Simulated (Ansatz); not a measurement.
## Pt: the change of pressure and energy less free atoms with volume per atom

All results are calculated (Ansatz 0.2.0). Periodic Kohn-Sham DFT of a crystal at fixed atoms; pressure and stress are positive in compression; the energy is the free energy less that of spherical unpolarised free atoms; site moments are those in the method's own spheres, positive along +z.

Cell of the first row (space group Im-3m, No. 229):
```
Pt
1.0
     -1.5493     1.5493     1.5493
      1.5493    -1.5493     1.5493
      1.5493     1.5493    -1.5493
Pt
1
Direct
  0.00000 0.00000 0.00000
```

Settings of every row: method all-electron LAPW; functional PBE; relativity scalar; k mesh 15x15x15; filling fermi-dirac; smearing width 0.05 eV; basis error target 0.5 meV/atom; nucleus gaussian.

Atom start moment: 0 on all atoms.

Limits: no spin-orbit coupling on heavy atoms; the cell comes from a prototype or a list of computed structures and needn't be the stable phase.

| row | volume per atom (Å³) | pressure (GPa) | energy less free atoms (eV/atom) |
| --- | --- | --- | --- |
| 1 | 14.876 | 17.176 | -5.9743 |
| 2 | 15.501 | 5.035 | -6.0165 |
| 3 | 15.817 | -0.01 | -6.0214 |
| 4 | 16.133 | ? | ? |
| 5 | 16.766 | -11.825 | -5.9841 |

Question: what pressure and energy less free atoms should row 4 give?

Worked fit of pressure. Take u = (V_r/V)^(2/3) − 1 with V_r = 15.659 Å³ an atom, which is twice the finite (Eulerian) strain; such expansions in the strain, on which the Birch-Murnaghan equation of state is built, carry the rest volume and the bulk modulus. The shown rows have u = 0.03479, 0.00678, -0.00667, -0.04452. Least squares give pressure = 2.4337 + 378.254 × u + 1303.74 × u² GPa; a straight line predicts inner rows, each left out in turn, worse (root mean square 1.3 against 0.046 GPa). The rows lie off it by 0.005, -0.023, 0.021, -0.003 (root mean square 0.016 GPa). The pressure vanishes at u = -0.0066, or V = 15.81 Å³ an atom, and there the bulk modulus at fixed shape and fractions is B = −V dP/dV = (2/3)(1 + u) dP/du = 239 GPa. The withheld row has u = -0.01968, so the fit gives 2.4337 + 378.254 × (-0.01968) + 1303.74 × (-0.01968)² = -4.505 GPa.

The calculation gave -4.454 GPa. The fit lies 0.051 GPa (1.1 % of the value, 0.18 % of the column's range) below it; its largest miss of a shown row is 0.023 GPa.

Worked fit of energy less free atoms. Take u = (V_r/V)^(2/3) − 1 with V_r = 15.659 Å³ an atom, which is twice the finite (Eulerian) strain; such expansions in the strain, on which the Birch-Murnaghan equation of state is built, carry the rest volume and the bulk modulus. The shown rows have u = 0.03479, 0.00678, -0.00667, -0.04452. Least squares give energy less free atoms = −6.02018 + 0.384 × u + 26.839 × u² eV/atom; a straight line predicts inner rows, each left out in turn, worse (root mean square 0.027 against 0.00032 eV/atom). The rows lie off it by 0.0000, -0.0002, 0.0001, 0.0000. Its lowest point lies at u = -0.0072, or V = 15.83 Å³ an atom, and the curvature there gives the bulk modulus at fixed shape and fractions, B = (4/9)(1 + u)² E″(u)/V = 238 GPa. The withheld row has u = -0.01968, so the fit gives −6.02018 + 0.384 × (-0.01968) + 26.839 × (-0.01968)² = -6.0173 eV/atom.

The calculation gave -6.0169 eV/atom. The fit lies 0.0004 eV/atom (0.85 % of the column's range) below it; its largest miss of a shown row is 0.0002 eV/atom.
